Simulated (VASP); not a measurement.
Lu:

```
Lu
1.0
    -1.95411    1.95411    1.95411
     1.95411   -1.95411    1.95411
     1.95411    1.95411   -1.95411
Lu
1
Cartesian
  0.0000 0.0000 0.0000
```

This isn't the form of Lu at room conditions, which is hcp.

* Program: VASP 6.6.1
* Task: relaxation of cell and atoms
* Functional: PBEsol
* Potentials or basis: VASP PAW PBE potentials, release 64 (Lu)
* Cutoff: 600 eV
* k mesh: 10 × 10 × 10
* Occupations: fermi-dirac, width 0.05 eV
* Spin: no spin polarisation

At the start: pressure -2.5 GPa; volume 29.85 Å³/atom.

Task: Where does the relaxation end?

Result: Over 3 steps the energy falls by 15.9 meV/atom and the volume is 28.03 Å³/atom (-6.1 %); space group Im-3m (No. 229, to 0.05 Å).

The path:
| step | energy change (eV) | largest force (eV/Å) | pressure (GPa) | volume (Å³) |
| --- | --- | --- | --- | --- |
| 1 | 0.0000 | 0.0000 | -2.50 | 29.85 |
| 2 | -0.0158 | 0.0000 | 0.31 | 27.88 |
| 3 | -0.0159 | 0.0000 | 0.01 | 28.03 |

Final structure:
```xyz
1
Lattice="-1.9137 1.9137 1.9137 1.9137 -1.9137 1.9137 1.9137 1.9137 -1.9137" Properties=species:S:1:pos:R:3 pbc="T T T"
Lu    0.0000    0.0000    0.0000
```

Caveat: the PAW data sets were made with another functional, which shifts forces and pressure a little.
